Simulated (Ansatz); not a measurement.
Input:

Starting cell, GeO$_{2}$ (alpha-quartz type, space group P3_121):

```
CELL_PARAMETERS angstrom
      5.09349     0.00000     0.00000
     -2.54674     4.41109     0.00000
      0.00000     0.00000     5.76775
ATOMIC_POSITIONS crystal
  Ge 0.45565 0.00000 0.83333
  Ge 0.00000 0.45565 0.16667
  Ge 0.54435 0.54435 0.50000
  O  0.39740 0.29816 0.74186
  O  0.70184 0.09924 0.07519
  O  0.90076 0.60260 0.40853
  O  0.09924 0.70184 0.92481
  O  0.29816 0.39740 0.25814
  O  0.60260 0.90076 0.59147
```

A phonon eigenvector at Γ is frozen into this cell: atom i moves by Q times the vector below, so Q is the largest atomic displacement, in Å. The cell is held. It is one choice among 2 degenerate patterns.

```json
[
 {"atom": "Ge1", "x": "0.000", "y": "-0.149", "z": "-0.197"},
 {"atom": "Ge2", "x": "-0.247", "y": "0.280", "z": "0.098"},
 {"atom": "Ge3", "x": "0.247", "y": "0.280", "z": "0.098"},
 {"atom": "O4", "x": "-0.358", "y": "0.068", "z": "0.276"},
 {"atom": "O5", "x": "0.090", "y": "-0.431", "z": "0.319"},
 {"atom": "O6", "x": "-0.567", "y": "-0.570", "z": "-0.595"},
 {"atom": "O7", "x": "0.358", "y": "0.068", "z": "0.276"},
 {"atom": "O8", "x": "0.567", "y": "-0.570", "z": "-0.595"},
 {"atom": "O9", "x": "-0.090", "y": "-0.431", "z": "0.319"}
]
```

Method: PBE (plane waves to 420 eV, PAW, scalar-relativistic; Ansatz, a first-principles code). k mesh 8×8×6 (Γ-centred), Fermi-Dirac smearing 0.05 eV. E stands for the smeared free energy. GeO2 was relaxed with its symmetry unable to fall. The zero of ΔE is the undisplaced structure.

The scan covers Q from -0.180 to 0.180 Å in 13 points.

### Question
Is the energy the same for equal positive and negative displacements?

### Answer
Even: the same for both signs.

### Question
Which space group does the distorted structure have?

### Answer
P1 (No. 1), lowered from P3_121.

### Question
What is the energy change at Q = 0.180 Å?

### Answer
1265 meV/cell.

### Question
What harmonic wavenumber does the curvature at Q = 0 give?

### Answer
538 cm⁻¹.

(A displaced cell: forces are minus the slopes of the energy, force constants its curvatures, and phonons follow from these.)
